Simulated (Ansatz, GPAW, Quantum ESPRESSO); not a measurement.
One calculation of Sn, 5 ways

```xyz
2
Lattice="0.0000 3.2333 3.2333 3.2333 0.0000 3.2333 3.2333 3.2333 0.0000" Properties=species:S:1:pos:R:3 pbc="T T T"
Sn    4.8500    4.8500    4.8500
Sn    3.2333    3.2333    3.2333
```

This isn't the form of Sn at room conditions, which is tetragonal (white tin).

Alike in all runs: task band structure; functional PBE; k mesh 7 × 7 × 7; occupations fermi-dirac, width 0.05 eV; no spin polarisation; no spin-orbit coupling. Pressure is positive in compression and, in plane waves, holds the error of the finite cutoff, which Ansatz's Pulay term estimates and takes out.

| program and potentials | plane-wave cutoff (eV) | notes | pressure (GPa) |
| --- | --- | --- | --- |
| Ansatz, Ansatz PAW | 420 | Pulay term of +0.03 GPa included | 3.82 |
| Ansatz, all-electron LAPW, scalar-relativistic | - | - | 3.82 |
| Quantum ESPRESSO, PseudoDojo 0.4.1 SR PBE standard | 980 | - | 3.88 |
| GPAW, GPAW PAW data sets (gpaw-data 1.2.1) | 600 | - | 3.53 |
| Ansatz, JTH PAW | 6600 | - | 3.83 |

The pressure spans 3.53 (GPAW, GPAW PAW data sets (gpaw-data 1.2.1)) to 3.88 GPa (Quantum ESPRESSO, PseudoDojo 0.4.1 SR PBE standard), with all-electron results at 3.82.

Differences between rows come from potentials, basis sets and numerical settings, since the functional is the same but for its coding. Runs on potential files found faulty are left out.
